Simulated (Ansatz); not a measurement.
**ZnO under strain: ⁶⁷Zn NMR of the central transition**

Cell: an entry of the Crystallography Open Database (COD), relaxed with PBE at fixed cell and then changed (z compressed by 3 %, ions relaxed).

```yaml
crystal:
  lattice:
    - [3.24940, 0.00000, 0.00000]
    - [-1.62470, 2.81406, 0.00000]
    - [0.00000, 0.00000, 5.04769]
  atoms:
    - { symbol: Zn, position: [0.33333, 0.66667, 0.99612] }
    - { symbol: Zn, position: [0.66667, 0.33333, 0.49612] }
    - { symbol: O, position: [0.33333, 0.66667, 0.38598] }
    - { symbol: O, position: [0.66667, 0.33333, 0.88598] }
```

Atom numbers follow the list; atoms alike are taken as one site, whose name carries the number of the first.

Level of theory: DFT, PBE, plane waves and PAW, scalar-relativistic, 420 eV cutoff, Γ-centred 11×11×6 k-points, Fermi–Dirac smearing 0.02 eV (Ansatz 0.2.0).

⁶⁷Zn has I = 5/2 and Q = 122.0 mb (Pyykkö 2018); at 14.1 T its Larmor frequency is ν₀ = 37.6 MHz. Only the quadrupole interaction is simulated: positions count from each site's isotropic chemical shift, and J coupling is left out, as are shift anisotropy and dipolar coupling, which fast spinning averages.

Problem. What does the ⁶⁷Zn spectrum (fast magic-angle spinning) show for each site?

Solution. 

```csv
site,first shell,C_Q (MHz),η,P_Q (MHz),δ_QIS (ppm),breadth (kHz)
Zn,4 O at 1.96–1.97 Å; also 1 O at 3.08 Å,3.12,0.00,3.12,-41.3,3.33
```

δ_QIS = −(ν_Q²/30ν₀²)[I(I+1) − 3/4](1 + η²/3) × 10⁶ ppm with ν_Q = 3|C_Q|/[2I(2I−1)]; it falls as 1/B₀² in ppm, and the breadth as 1/B₀ in kHz.

An axis of threefold or higher order runs through Zn, so V_zz lies along it and η is zero.

At this changed cell the PBE pressure is 10 GPa.
